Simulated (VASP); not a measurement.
Here is a VASP 6.6.1 calculation.

The input POSCAR:

```
AlN
1.0
    3.2895663149      0.0000000000      0.0000000000
   -1.6447831574      2.8488479961      0.0000000000
    0.0000000000      0.0000000000      4.1271975325
Al N
2 2
Direct
    0.3333333333      0.6666666667      0.7500000000
    0.6666666667      0.3333333333      0.2500000000
    0.3333333333      0.6666666667      0.2500000000
    0.6666666667      0.3333333333      0.7500000000
```

Contents of INCAR.step1:

```
SYSTEM = AlN
PREC = Accurate ; ENCUT = 520
ISMEAR = 0 ; SIGMA = 0.02
LREAL = .FALSE. ; LASPH = .TRUE.
NELM = 100 ; NBANDS = 16
GGA = PE ; ALGO = Normal
EDIFF = 1E-4 ; LWAVE = .TRUE.
LCHARG = .FALSE.
```

INCAR.step2

```
SYSTEM = AlN
PREC = Accurate ; ENCUT = 520
EDIFF = 1E-6 ; ISMEAR = 0
SIGMA = 0.02 ; LREAL = .FALSE.
LASPH = .TRUE. ; NELM = 100
ALGO = Normal ; ISIF = 2
LWAVE = .FALSE. ; LCHARG = .TRUE.
METAGGA = R2SCAN ; LMIXTAU = .TRUE.
LUSE_VDW = .TRUE. ; IVDW_NL = 2
BPARAM = 11.95 ; CPARAM = 0.0093
LELF = .TRUE. ; LVHAR = .TRUE.
NBANDS = 16 ; ISTART = 1
```

Contents of KPOINTS:

```
Automatic mesh
0
G
  9 9 6
  0 0 0
```

Potentials or basis: VASP PAW PBE potentials, release 64 (Al, N).

The run is started by

```bash
$ cat potpaw_PBE.64/Al/POTCAR potpaw_PBE.64/N/POTCAR > POTCAR
$ cp INCAR.step1 INCAR
$ mpirun -np 1 vasp_std > vasp.out
$ cp INCAR.step2 INCAR
$ mpirun -np 1 vasp_std > vasp.out
```

Q: Predict the band gap on the k mesh.

A: 4.05 eV, direct.

Q: Predict the pressure.

A: -0.4 GPa.

Stress tensor (GPa, compression positive):
```
-0.37  0.00  0.00
 0.00 -0.37  0.00
 0.00  0.00 -0.52
```

Caveat: the PAW data sets were made with another functional, which shifts forces and pressure a little. r2SCAN opens gaps a little over a GGA but as a rule still falls short of measured ones.
